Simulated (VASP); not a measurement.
## CuO: equation of state with PBEsol

The system is CuO.

```
Cu O
1.0
     1.99097   -2.15355    0.00000
     1.99097    2.15355    0.00000
     0.00000    0.00000    5.15593
Cu O
2 2
Direct
  0.50000 0.00000 0.00000
  0.00000 0.50000 0.50000
  0.50000 0.50000 0.25000
  0.50000 0.50000 0.75000
```

Measurements of this composition are mostly on another form, of space group No. 15.

```json
{"Program": "VASP 6.6.1", "Task": "equation of state", "Functional": "PBEsol", "Potentials or basis": "VASP PAW PBE potentials, release 64 (Cu, O)", "Cutoff": "520 eV", "k mesh": "9 × 9 × 5", "Occupations": "fermi-dirac, width 0.05 eV", "Spin": "no spin polarisation", "Ladder": "free", "Further INCAR settings": "ALGO = Normal; EDIFF = 1e-07; NBANDS = 25"}
```

The equilibrium volume is 10.70 Å³/atom and the bulk modulus at fixed shape and positions is 172 GPa. The pressure derivative of the bulk modulus is 4.7.

Energy against volume, from the lowest point:
| volume (Å³/atom) | energy (meV/atom) |
| --- | --- |
| 10.390 | 4.78 |
| 10.611 | 0.00 |
| 10.832 | 0.39 |
| 11.053 | 5.37 |
| 11.274 | 14.43 |
| 11.496 | 27.12 |
| 11.717 | 43.05 |

All runs of the series together: 3.7 min on 1 thread of Intel(R) Xeon(R) 6975P-C (Granite Rapids), with other jobs on the host.

Caveat: the cell was scaled at fixed shape and fractional positions, which overstates the stiffness of a crystal with free parameters, most of all of layers and chains; the PAW data sets were made with another functional, which shifts forces and pressure a little; the run has no spin polarisation, though such a crystal can be magnetic.
